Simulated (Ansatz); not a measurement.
# HgTe: the cost of one run

Program: Ansatz 0.2.0. Level of theory: DFT PBE, scalar-relativistic, plane waves, PAW. These are calculated values, not measurements.

2 further runs of the same task are left out: 2 set aside as unsound or not needed.

**1. The system as given**

It takes space group F-43m (No. 216, cubic). Conventional cell: a = 6.650 Å, b = 6.650 Å, c = 6.650 Å, α = 90.00°, β = 90.00°, γ = 90.00°. Hg (site symmetry -43m) has 4 Te at 2.88 Å as nearest neighbours. Around Te (site symmetry -43m) lie 4 Hg at 2.88 Å.

Coordinates:

```xyz
2
Lattice="0.0000 3.3248 3.3248 3.3248 0.0000 3.3248 3.3248 3.3248 0.0000" Properties=species:S:1:pos:R:3 pbc="T T T"
Hg    0.0000    0.0000    0.0000
Te    4.9872    4.9872    4.9872
```

It is the result of an earlier relaxation at this level (volume 36.75 Å³/atom; gap on the mesh: none (metal)).

**2. Bulk reference on the slab's mesh**

The input, input.yaml:

```yaml
crystal:
  lattice:
    - [4.7019745438, 0.0, 0.0]
    - [-2.3509872719, 4.0720294029, 0.0]
    - [2.3509872719, -1.3573431343, 3.8391461386]
  atoms:
    - { symbol: Hg, position: [0.0, 0.0, 0.0] }
    - { symbol: Te, position: [0.75, 0.25, 0.75] }
basis:
  ecutwfc: 420
kpoints:
  mp_grid: { grid: [9, 9, 9] }
hamiltonian:
  xc: pbe
scf:
  occupations: { method: gaussian, width: 0.1 }
output:
  forces: true
  stress: true
  eigenvalues: true
```

Started as:

```
ansatz run input.yaml --threads 1 --pin off --max-ram 2560MiB --backend cpu --events-out ev --progress --plain --runs-dir out
```

What time and memory should one allow on 1 thread of Oxide Virtual Turin-like (Zen 5), shared host?

About 4.9 s, with a peak of 0.42 GiB.
